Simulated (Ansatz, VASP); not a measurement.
## Two plane-wave programs on Al

Contents of POSCAR:

```
Al
1.0
   -1.5912186900      1.5912186900      1.5912186900
    1.5912186900     -1.5912186900      1.5912186900
    1.5912186900      1.5912186900     -1.5912186900
Al
1
Direct
    0.0000000000      0.0000000000      0.0000000000
```

File INCAR.step1:

```
PREC     = Accurate       # precision mode
ENCUT    = 520            # plane-wave cutoff, eV
ISMEAR   = 0              # smearing method
SIGMA    = 0.1            # smearing width, eV
LREAL    = F              # projectors in reciprocal space
LASPH    = T              # aspherical terms in the spheres
NELM     = 100            # most SCF steps
NBANDS   = 8              # bands
GGA      = PE             # functional
ALGO     = Normal         # electronic algorithm
EDIFF    = 1E-4           # SCF threshold, eV
LWAVE    = T              # write WAVECAR
LCHARG   = F              # write CHGCAR
```

INCAR.step2

```
PREC     = Accurate       # precision mode
ENCUT    = 520            # plane-wave cutoff, eV
EDIFF    = 1E-7           # SCF threshold, eV
ISMEAR   = 0              # smearing method
SIGMA    = 0.1            # smearing width, eV
LREAL    = F              # projectors in reciprocal space
LASPH    = T              # aspherical terms in the spheres
NELM     = 100            # most SCF steps
ALGO     = Normal         # electronic algorithm
ISIF     = 2              # what is computed and relaxed
LWAVE    = F              # write WAVECAR
LCHARG   = F              # write CHGCAR
METAGGA  = R2SCAN         # meta-GGA
LMIXTAU  = T            
NBANDS   = 8              # bands
ISTART   = 1
```

KPOINTS

```
Automatic mesh
0
Gamma
  8 8 8
```

Input for Ansatz:

```yaml
crystal:
  lattice:
    - [-1.59121869, 1.59121869, 1.59121869]
    - [1.59121869, -1.59121869, 1.59121869]
    - [1.59121869, 1.59121869, -1.59121869]
  atoms:
    - { symbol: Al, position: [0.0, 0.0, 0.0] }
basis:
  ecutwfc: 500
kpoints:
  mp_grid: { grid: [8, 8, 8] }
hamiltonian:
  xc: r2scan
scf:
  occupations: { method: gaussian, width: 0.1 }
output:
  forces: true
  stress: true
  eigenvalues: true
```

This isn't the form of Al at room conditions, which is fcc.

Alike in both runs: task single point; functional r2SCAN; k mesh 8 × 8 × 8; occupations gaussian, width 0.1 eV; no spin polarisation.

|  | VASP | Ansatz |
| --- | --- | --- |
| version | VASP 6.6.1 | Ansatz 0.2.0 |
| potentials or method | VASP PAW PBE potentials, release 64 (Al) | scalar-relativistic, plane waves, PAW |
| plane-wave cutoff (eV) | 520 | 500 |
| valence electrons in the cell | 3 | 3 |

Ansatz gave:

* gap on the k mesh at the Fermi level (eV): none
* pressure (GPa): 0.3

Task: Estimate VASP's values.

Result: gap on the k mesh at the Fermi level (eV): none; pressure (GPa): 0.0.

A gap of «none» marks a metal or a gap that the smearing closes.

Caveats: the PAW data sets were made with another functional, which shifts forces and pressure a little (VASP).
